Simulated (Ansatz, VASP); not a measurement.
## C: VASP beside Ansatz

File INCAR:

```
SYSTEM = C
PREC     = Accurate       ! precision mode
ENCUT    = 520            ! plane-wave cutoff, eV
EDIFF    = 1E-6           ! SCF threshold, eV
ISMEAR   = 0              ! smearing method
SIGMA    = 0.05           ! smearing width, eV
LREAL    = .False.        ! projectors in reciprocal space
LASPH    = .True.         ! aspherical terms in the spheres
NELM     = 100            ! most SCF steps
ALGO     = Normal         ! electronic algorithm
ISIF     = 2              ! what is computed and relaxed
LWAVE    = .False.        ! write WAVECAR
LCHARG   = .False.        ! write CHGCAR
GGA      = PE             ! functional
NBANDS   = 26             ! bands
```

The input KPOINTS:

```
Automatic mesh
0
Gamma
  6 6 6
  0 0 0
```

Contents of POSCAR:

```
C
1.0
    3.5668000000      0.0000000000      0.0000000000
    0.0000000000     -3.5668000000      0.0000000000
    0.0000000000      0.0000000000     -3.5668000000
C
8
Direct
    0.5000000000      0.0000000000     -0.0420545026
    0.0000000000      0.5000000000      0.0000000000
    0.0000000000      0.0000000000      0.5000000000
    0.5000000000      0.5000000000      0.5000000000
    0.7500000000      0.7500000000      0.7500000000
    0.2500000000      0.2500000000      0.7500000000
    0.2500000000      0.7500000000      0.2500000000
    0.7500000000      0.2500000000      0.2500000000
```

Input for Ansatz:

```yaml
crystal:
  lattice:
    - [3.5668, 0.0, 0.0]
    - [0.0, -3.5668, 0.0]
    - [0.0, 0.0, -3.5668]
  atoms:
    - { symbol: C, position: [0.5, 0.0, -0.0420545026] }
    - { symbol: C, position: [0.0, 0.5, 0.0] }
    - { symbol: C, position: [0.0, 0.0, 0.5] }
    - { symbol: C, position: [0.5, 0.5, 0.5] }
    - { symbol: C, position: [0.75, 0.75, 0.75] }
    - { symbol: C, position: [0.25, 0.25, 0.75] }
    - { symbol: C, position: [0.25, 0.75, 0.25] }
    - { symbol: C, position: [0.75, 0.25, 0.25] }
basis:
  ecutwfc: 420
kpoints:
  mp_grid: { grid: [6, 6, 6] }
hamiltonian:
  xc: pbe
scf:
  occupations: { method: gaussian, width: 0.05 }
output:
  forces: true
  stress: true
  eigenvalues: true
```

Alike in both runs: task single point; functional PBE; k mesh 6 × 6 × 6; occupations gaussian, width 0.05 eV; no spin polarisation.

|  | VASP | Ansatz |
| --- | --- | --- |
| version | VASP 6.6.1 | Ansatz 0.2.0 |
| potentials or method | VASP PAW PBE potentials, release 64 (C) | scalar-relativistic, plane waves, PAW |
| plane-wave cutoff (eV) | 520 | 420 |
| valence electrons in the cell | 32 | 32 |

Ansatz gave:

| Item | Value |
| --- | --- |
| gap on the k mesh at the Fermi level (eV) | 3.35 |
| least direct gap on the mesh (eV) | 3.35 |
| pressure (GPa) | 4.1 |
| largest component of the traceless stress (GPa) | 1.83 |
| rms of the force components (eV/Å) | 1.507 |

Problem. Estimate VASP's values.

Solution. gap on the k mesh at the Fermi level (eV): 3.34; least direct gap on the mesh (eV): 3.34; pressure (GPa): 4.8; largest component of the traceless stress (GPa): 1.96; rms of the force components (eV/Å): 1.514.

Atom by atom the forces differ by 0.009 eV/Å (rms over components).

Caveats: forces of over 1 eV/Å show positions far from the minimum, so gaps and moduli don't describe the material at rest.
